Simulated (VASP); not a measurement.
# TiO2 (Rutile) with rev-vdW-DF2: from relaxation to properties, part 2 of 2

Aim: relax TiO2 (Rutile) with rev-vdW-DF2, compute its properties on that cell and hold them against experiment. The start is a cell from a database of measured crystal structures.

VASP 6.6.1, plane waves and PAW; the level of theory is named at each step.

So far, gap on the k-mesh (eV): step 2 (relaxing cell and atoms (rev-vdW-DF2)) 1.80; step 6 (total and projected DOS (rev-vdW-DF2)) 1.80. The relaxed cell has a = 4.614, c = 2.962 Å (conventional setting).

### 8. Optical spectrum (rev-vdW-DF2)

LOPTICS sums transitions from filled to empty bands. NBANDS is raised for it.

INCAR

```
SYSTEM = TiO2
PREC = Accurate
ENCUT = 520
EDIFF = 1E-06
NELM = 100
ISMEAR = 0
SIGMA = 0.05
LREAL = .FALSE.
ALGO = Normal
GGA = MK
AGGAC = 0
LUSE_VDW = .TRUE.
PARAM1 = 0.1234
PARAM2 = 0.711357
ZAB_VDW = -1.8867
LASPH = .TRUE.
NBANDS = 72
LORBIT = 11
LWAVE = .FALSE.
LCHARG = .FALSE.
KPAR = 4
LOPTICS = .TRUE.
NEDOS = 1500
CSHIFT = 0.1
```

POSCAR

```
TiO2
1.0
    4.6139317560      0.0000000000      0.0000000000
    0.0000000000      4.6139317560      0.0000000000
    0.0000000000      0.0000000000      2.9622701788
Ti O
2 4
Direct
    0.0000000000      0.0000000000      0.0000000000
    0.5000000000      0.5000000000      0.5000000000
    0.3043126876      0.3043126876      0.0000000000
    0.1956873124      0.8043126876      0.5000000000
    0.6956873124      0.6956873124      0.0000000000
    0.8043126876      0.1956873124      0.5000000000
```

KPOINTS

```
Automatic mesh
0
Gamma
6 6 10
0 0 0
```

PAW data sets: Ti_sv and O (PBE family, release 64).

Command:

```bash
$ mpirun -np 4 vasp_std
```

Run time: 79 s. Hardware: 4 MPI ranks of AMD EPYC 9R45, shared host; peak memory 2.7 GiB; 4.6 min of CPU time.

These are independent-particle spectra without excitons or local fields, and fine structure depends on the mesh and on CSHIFT.

Numbers from this step:

- SCF cycles: 15
- bands: 72
- irreducible k-points: 60
- Fermi energy: 4.834 eV
- pressure: 0.01371 GPa

The imaginary dielectric function has structure finer than the step of the table below, so its rows give means over 1 eV, whole bins alone (the curve runs from 0 to 25.0 eV). Peaks (eV: height): xx 3.4: 10.3, 3.9: 9.84, 7.5: 6.97; zz 3.7: 13.4, 7.3: 13.4.

Imaginary dielectric function against photon energy; means over each step:

| photon energy (eV) | xx | zz |
| --- | --- | --- |
| 1 | 0.0946 | 0.118 |
| 2 | 0.654 | 0.908 |
| 3 | 8.04 | 9.77 |
| 4 | 8.90 | 10.8 |
| 5 | 5.45 | 4.88 |
| 6 | 4.01 | 5.26 |
| 7 | 6.07 | 9.29 |
| 8 | 5.05 | 8.13 |
| 9 | 2.01 | 3.91 |
| 10 | 1.41 | 1.51 |
| 11 | 1.07 | 0.773 |
| 12 | 1.25 | 0.573 |
| 13 | 1.70 | 0.756 |
| 14 | 1.14 | 0.881 |
| 15 | 1.18 | 1.32 |
| 16 | 1.09 | 1.36 |
| 17 | 1.20 | 1.65 |
| 18 | 1.46 | 1.55 |
| 19 | 1.64 | 1.67 |
| 20 | 1.95 | 1.47 |
| 21 | 1.49 | 1.07 |
| 22 | 1.23 | 1.23 |
| 23 | 1.17 | 0.817 |
| 24 | 0.966 | 0.554 |

Table of real dielectric function by photon energy:

| photon energy (eV) | xx | zz |
| --- | --- | --- |
| 0.0 | 7.67 | 9.04 |
| 0.5 | 7.76 | 9.16 |
| 1.0 | 8.07 | 9.54 |
| 1.5 | 8.70 | 10.3 |
| 2.0 | 10.0 | 12.0 |
| 2.5 | 13.1 | 15.8 |
| 3.0 | 9.96 | 12.0 |
| 3.5 | 5.68 | 8.28 |
| 4.0 | 3.38 | 0.963 |
| 4.5 | 1.18 | 0.808 |
| 5.0 | 0.447 | 1.24 |
| 5.5 | 1.65 | 4.36 |
| 6.0 | 2.91 | 4.01 |
| 6.5 | 3.22 | 5.09 |
| 7.0 | 2.02 | 6.71 |
| 7.5 | 0.0434 | -1.69 |
| 8.0 | -1.67 | -3.28 |
| 8.5 | -2.10 | -3.86 |
| 9.0 | -0.786 | -2.79 |
| 9.5 | -0.437 | -3.17 |
| 10.0 | -0.150 | -2.34 |
| 10.5 | 0.238 | -1.34 |
| 11.0 | 0.504 | -0.920 |
| 11.5 | 0.966 | -0.328 |
| 12.0 | 0.964 | 0.135 |
| 12.5 | 1.27 | 0.508 |
| 13.0 | 0.838 | 0.526 |
| 13.5 | 0.439 | 0.922 |
| 14.0 | 0.817 | 1.09 |
| 14.5 | 1.09 | 1.33 |
| 15.0 | 0.933 | 1.07 |
| 15.5 | 0.963 | 1.06 |
| 16.0 | 1.32 | 1.17 |
| 16.5 | 1.22 | 1.14 |
| 17.0 | 1.21 | 1.10 |
| 17.5 | 1.37 | 0.773 |
| 18.0 | 1.43 | 0.476 |
| 18.5 | 1.22 | 0.846 |
| 19.0 | 1.00 | 0.567 |
| 19.5 | 1.24 | 0.567 |
| 20.0 | 0.942 | -0.0564 |
| 20.5 | 0.347 | 0.309 |
| 21.0 | 0.431 | 0.391 |
| 21.5 | 0.400 | 0.499 |
| 22.0 | 0.264 | 0.254 |
| 22.5 | 0.431 | 0.0341 |
| 23.0 | 0.550 | 0.0241 |
| 23.5 | 0.258 | 0.247 |
| 24.0 | 0.255 | 0.247 |
| 24.5 | 0.491 | 0.497 |

The mean of ε2 over directions passes 5 % of its top at 2.05 eV, against a least direct gap of 1.80 eV on this mesh, so absorption sets in close to the direct gap.

### 9. Starting orbitals for the hybrid

This step: PBEsol; plane waves and PAW (Ti_sv, O) (VASP 6.6.1).

A hybrid converges badly from random orbitals, so a cheap semilocal run writes a WAVECAR on the same mesh first.

INCAR

```
SYSTEM = TiO2
PREC = Accurate
ENCUT = 520
EDIFF = 1E-05
NELM = 100
ISMEAR = 0
SIGMA = 0.05
LREAL = .FALSE.
ALGO = Normal
GGA = PS
NBANDS = 30
LASPH = .TRUE.
LORBIT = 11
LWAVE = .TRUE.
LCHARG = .FALSE.
KPAR = 4
```

POSCAR is that of step 8.

KPOINTS

```
Automatic mesh
0
Gamma
3 3 5
0 0 0
```

Command:

```bash
$ mpirun -np 4 vasp_std
```

Wall time 6 s (4 MPI ranks); peak memory 0.6 GiB.

At this level the cell is under a tension of 3.7 GPa, so at these settings it is away from equilibrium.

This step gave:

```yaml
scf_cycles: 14
bands: 30
irreducible_k_points: 9
free_energy_toten: -56.0840 eV
fermi_energy: 4.904 eV
pressure: -3.677 GPa
gap_on_the_k_mesh: 1.785 eV
least_direct_gap_on_the_k_mesh: 1.785 eV
```

Force by atom:

| atom | x (eV/Å) | y (eV/Å) | z (eV/Å) | size |
| --- | --- | --- | --- | --- |
| Ti1 | 0.0000 | 0.0000 | 0.0000 | 0.0000 |
| Ti2 | 0.0000 | 0.0000 | 0.0000 | 0.0000 |
| O3 | 0.0557 | 0.0557 | 0.0000 | 0.0787 |
| O4 | -0.0557 | 0.0557 | 0.0000 | 0.0787 |
| O5 | -0.0557 | -0.0557 | 0.0000 | 0.0787 |
| O6 | 0.0557 | -0.0557 | 0.0000 | 0.0787 |

### 10. Bands along the symmetry lines (HSE06)

This step: HSE06; plane waves and PAW (Ti_sv, O) (VASP 6.6.1).

HSE06 mixes in a quarter of exact exchange at short range, at far higher cost; in semiconductors this cures much of the gap error, while metals seldom gain.

INCAR

```
SYSTEM = TiO2
PREC = Accurate
ENCUT = 520
EDIFF = 1E-06
NELM = 100
ISMEAR = 0
SIGMA = 0.05
LREAL = .FALSE.
ALGO = Normal
LHFCALC = .TRUE.
AEXX = 0.25
GGA = PE
HFSCREEN = 0.2
LASPH = .TRUE.
NBANDS = 30
PRECFOCK = Fast
LORBIT = 11
LWAVE = .FALSE.
LCHARG = .FALSE.
KPAR = 4
```

POSCAR is that of step 9.

KPOINTS is that of step 9.

KPOINTS_OPT

```
Line mode
6
Line-mode
Reciprocal
  0.00000000   0.00000000   0.00000000 GAMMA
  0.00000000   0.50000000   0.00000000 X

  0.00000000   0.50000000   0.00000000 X
  0.50000000   0.50000000   0.00000000 M

  0.50000000   0.50000000   0.00000000 M
  0.00000000   0.00000000   0.00000000 GAMMA

  0.00000000   0.00000000   0.00000000 GAMMA
  0.00000000   0.00000000   0.50000000 Z

  0.00000000   0.00000000   0.50000000 Z
  0.00000000   0.50000000   0.50000000 R

  0.00000000   0.50000000   0.50000000 R
  0.50000000   0.50000000   0.50000000 A

  0.50000000   0.50000000   0.50000000 A
  0.00000000   0.00000000   0.50000000 Z

  0.00000000   0.50000000   0.00000000 X
  0.00000000   0.50000000   0.50000000 R

  0.50000000   0.50000000   0.00000000 M
  0.50000000   0.50000000   0.50000000 A
```

The WAVECAR or CHGCAR of an earlier step is read.

Command:

```bash
$ mpirun -np 4 vasp_std
```

Elapsed: 3.4 min, on 4 MPI ranks.

The run ended with an error.

VASP's message: “internal error in CHECK_GEN_LAYOUT: G-vectors changed at ik:15 old: 1702 new: 1699”. No number of this run is used.

### 11. Band structure (HSE06)

INCAR is that of step 10.

POSCAR is that of step 10.

KPOINTS is that of step 10.

Command:

```bash
$ mpirun -np 4 vasp_std
```

Wall time 2.9 min (4 MPI ranks); peak memory 1 GiB.

The k-mesh is coarse for exact exchange; levels may shift by about 0.1 eV on a finer one. This run has no path, so its gap is read on the mesh alone, an upper bound where the band edges lie off the mesh.

This step gave:

| Quantity | Value |
| --- | --- |
| SCF cycles | 13 |
| free energy (TOTEN) | -66.3899 eV |
| Fermi energy | 4.053 eV |
| least gap on mesh and path | 3.335 eV |
| least direct gap on mesh and path | 3.335 eV |

Force by atom:

| atom | x (eV/Å) | y (eV/Å) | z (eV/Å) | size |
| --- | --- | --- | --- | --- |
| Ti1 | 0.000 | 0.000 | 0.000 | 0.000 |
| Ti2 | 0.000 | 0.000 | 0.000 | 0.000 |
| O3 | 0.146 | 0.146 | 0.000 | 0.207 |
| O4 | -0.146 | 0.146 | 0.000 | 0.207 |
| O5 | -0.146 | -0.146 | 0.000 | 0.207 |
| O6 | 0.146 | -0.146 | 0.000 | 0.207 |

### 12. Bands along the symmetry lines (TB-mBJ)

This step: TB-mBJ; plane waves and PAW (Ti_sv, O) (VASP 6.6.1).

The mesh alone shows little of the dispersion and can miss band extrema, so KPOINTS_OPT adds a path through the symmetry points after the self-consistent cycle. TB-mBJ is a local potential fitted to gaps: it costs far less than a hybrid but gives no energy.

INCAR

```
SYSTEM = TiO2
PREC = Accurate
ENCUT = 520
EDIFF = 1E-06
NELM = 150
ISMEAR = 0
SIGMA = 0.05
LREAL = .FALSE.
ALGO = Normal
METAGGA = MBJ
LASPH = .TRUE.
NBANDS = 40
LORBIT = 11
LWAVE = .FALSE.
LCHARG = .FALSE.
KPAR = 4
```

POSCAR is that of step 11.

KPOINTS

```
Automatic mesh
0
Gamma
4 4 7
0 0 0
```

KPOINTS_OPT, as its differences from that of step 10:

```diff
@@ -1,3 +1,3 @@
 Line mode
-6
+16
 Line-mode
```

Command:

```bash
$ mpirun -np 4 vasp_std
```

It took 79 s on 4 MPI ranks; peak memory 0.89 GiB; 5.2 min of CPU time.

This functional is a potential without an energy, so its energies, forces and stress mean nothing and are not read.

Numbers from this step:

```yaml
scf_cycles: 60
bands: 40
irreducible_k_points: 24
fermi_energy: 5.872 eV
least_gap_on_mesh_and_path: 2.684 eV
least_direct_gap_on_mesh_and_path: 2.703 eV
conduction_bottom_at_k: 0.5, 0.5, 0
```

The electronic bands at the labelled points (eV, zero at the valence-band top; v1 is the highest filled band, c1 the lowest empty one):

| point | v4 | v3 | v2 | v1 | c1 | c2 | c3 | c4 |
| --- | --- | --- | --- | --- | --- | --- | --- | --- |
| Γ | -0.85 | -0.54 | -0.54 | 0.00 | 2.70 | 3.01 | 3.25 | 3.25 |
| 0.47 of the way | -1.25 | -1.10 | -0.82 | -0.19 | 2.95 | 3.39 | 3.44 | 3.49 |
| X | -1.62 | -1.62 | -0.69 | -0.69 | 3.39 | 3.39 | 3.75 | 3.75 |
| 0.53 of the way | -1.49 | -1.49 | -1.02 | -1.02 | 3.03 | 3.03 | 3.47 | 3.47 |
| M | -1.39 | -1.39 | -1.12 | -1.12 | 2.68 | 2.68 | 3.27 | 3.27 |
| 0.47 of the way | -1.60 | -1.24 | -1.10 | -0.46 | 2.74 | 3.26 | 3.43 | 3.75 |
| Γ | -0.85 | -0.54 | -0.54 | 0.00 | 2.70 | 3.01 | 3.25 | 3.25 |
| 0.53 of the way | -1.68 | -1.51 | -1.51 | -0.47 | 3.14 | 3.26 | 3.66 | 3.80 |
| Z | -1.95 | -1.95 | -1.34 | -1.34 | 3.70 | 3.70 | 3.98 | 3.98 |
| 0.47 of the way | -1.59 | -1.59 | -1.45 | -1.45 | 3.30 | 3.30 | 3.98 | 3.98 |
| R | -1.81 | -1.81 | -1.00 | -1.00 | 2.86 | 2.86 | 3.99 | 3.99 |
| 0.47 of the way | -1.39 | -1.39 | -0.89 | -0.89 | 3.06 | 3.06 | 4.01 | 4.01 |
| A | -1.15 | -1.15 | -0.70 | -0.70 | 3.44 | 3.44 | 3.96 | 3.96 |
| 0.47 of the way | -1.52 | -1.34 | -1.27 | -1.01 | 2.98 | 3.55 | 3.90 | 3.97 |
| Z | -1.95 | -1.95 | -1.34 | -1.34 | 3.70 | 3.70 | 3.98 | 3.98 |
| jump to X | -1.62 | -1.62 | -0.69 | -0.69 | 3.39 | 3.39 | 3.75 | 3.75 |
| 0.53 of the way | -1.84 | -1.84 | -0.80 | -0.80 | 3.32 | 3.32 | 4.00 | 4.00 |
| R | -1.81 | -1.81 | -1.00 | -1.00 | 2.86 | 2.86 | 3.99 | 3.99 |
| jump to M | -1.39 | -1.39 | -1.12 | -1.12 | 2.68 | 2.68 | 3.27 | 3.27 |
| 0.47 of the way | -1.57 | -1.57 | -1.43 | -1.43 | 3.35 | 3.35 | 3.58 | 3.58 |
| A | -1.15 | -1.15 | -0.70 | -0.70 | 3.44 | 3.44 | 3.96 | 3.96 |

Of the projections kept (Ti, O), the largest for each band there; the rest of the weight can lie on other orbitals:

| point | v4 | v3 | v2 | v1 | c1 | c2 | c3 | c4 |
| --- | --- | --- | --- | --- | --- | --- | --- | --- |
| Γ | O 0.96 | O 0.99 | O 0.99 | O 0.97 | Ti 1.00 | Ti 0.93 | Ti 1.00 | Ti 1.00 |
| X | O 0.87 | O 0.87 | O 0.97 | O 0.97 | Ti 0.91 | Ti 0.91 | Ti 0.94 | Ti 0.94 |
| M | O 0.93 | O 0.93 | O 0.95 | O 0.95 | Ti 0.98 | Ti 0.98 | Ti 1.00 | Ti 1.00 |
| Γ | O 0.96 | O 0.99 | O 0.99 | O 0.97 | Ti 1.00 | Ti 0.93 | Ti 1.00 | Ti 1.00 |
| Z | O 0.89 | O 0.89 | O 0.89 | O 0.89 | Ti 0.90 | Ti 0.90 | Ti 0.98 | Ti 0.98 |
| R | O 0.79 | O 0.79 | O 0.99 | O 0.99 | Ti 0.99 | Ti 0.99 | Ti 0.98 | Ti 0.98 |

The gap moves by +0.88 eV against rev-vdW-DF2.

### 13. Outcome

```yaml
relaxed_volume: 10.51 Å³/atom
relaxed_conventional_cell_a_b_c: 4.614, 4.614, 2.962 Å
space_group_after_relaxing_within_0p02_a: P4_2/mnm (No. 136)
band_gap: 1.80 eV, direct
gap_among_the_points_of_the_dos_mesh_alone_an_upper_bound: 1.80 eV
highest_zone_centre_mode: 789 cm⁻¹
strongest_peak_of_eps_2_mean_over_directions: 3.86 eV
eps_1_at_zero_frequency_no_local_fields_mean: 8.12
band_gap_tb_mbj: 2.68 eV, indirect (least direct gap of that run 2.70 eV)
```

With rev-vdW-DF2, TiO2 (Rutile) relaxes to 10.51 Å³/atom in space group P4_2/mnm (held by the symmetry of the run) and has a direct gap of 1.80 eV. Against the listed cell the volume lies +1.1 % (a +0.5 %, c +0.2 %). Band structure (rev-vdW-DF2): On this path the gap is direct, 1.80 eV, with the valence top at Γ and the conduction bottom at Γ. Vibrations at Γ (rev-vdW-DF2): The highest mode in this list at Γ, 788.5 cm⁻¹, is mostly motion of O (100 % of the kinetic energy). Bands along the symmetry lines (TB-mBJ): The path shows an indirect gap of 2.68 eV (valence top at Γ, conduction bottom at M). The least direct gap is 2.70 eV. The other levels ran on the cell relaxed with rev-vdW-DF2, and without spin-orbit coupling unless named. Semilocal functionals usually underestimate gaps. Modes at Γ alone can't show that the crystal is stable at other wave vectors, and the LO-TO splitting is not included. No search among competing phases was made, and a listed structure need not be the one stable at ambient conditions. All values are for a static lattice at zero temperature.

Comparison with the measured values:

| quantity | measured | rev-vdW-DF2 | HSE06 | TB-mBJ |
| --- | --- | --- | --- | --- |
| lattice constant a (Å) | 4.592 | 4.614 (+0.5 %) | - | - |
| lattice constant c (Å) | 2.958 | 2.962 (+0.1 %) | - | - |
| band gap (least gap) (eV) | 3.03 | 1.80 (-1.23 eV) | 3.33 (+0.30 eV) | 2.68 (-0.35 eV) |
| Raman mode, Eg (cm⁻¹) | 447 | 444 (-0.8 %) | - | - |
| Raman mode, A1g (cm⁻¹) | 608 | 586 (-3.6 %) | - | - |

Measured values from arxiv:1502.04667 (2015), arxiv:1612.05679 (2016) and pmc:6079046 (2018).

How well it matches: The lattice constant a is off by +0.5 %: good agreement. The lattice constant c is off by +0.1 %: good agreement. For the band gap, of the levels listed nearest comes HSE06 (+0.30 eV, fair agreement) and farthest rev-vdW-DF2 (-1.23 eV, a clear miss). Zero-point and thermal motion shift the measured gap. The Raman mode is off by -0.8 %: good agreement. The Raman mode is off by -3.6 %: fair agreement. The grades are ours: good and fair within 0.7 and 1.5 % for the lattice constant a, 0.8 and 2 % for the lattice constant c and 3 and 7 % for the Raman mode. 1 further measured lines are left out: they lack a usable label, or no computed mode of their label or degeneracy could be paired (by label, or within 15 % without labels). For lattice constants and Raman mode the calculation has a static lattice, without zero-point motion or thermal expansion (measured at up to 300 K).

[Lines on the potential files, build, host, timing and source positions are cut from VASP's logs without a mark.]

[Logs are printed without paths, hosts, clocks, repeated set-up lines and the standing remarks that a program may print on its own settings, such as how far it seeks lower states.]

[Hosts, paths, dates, database ids (printed as entryN), source tags and the programs' standing remarks are cut or masked in the printed files.]

[A measured line is paired with the nearest computed mode of its activity, which favours agreement.]
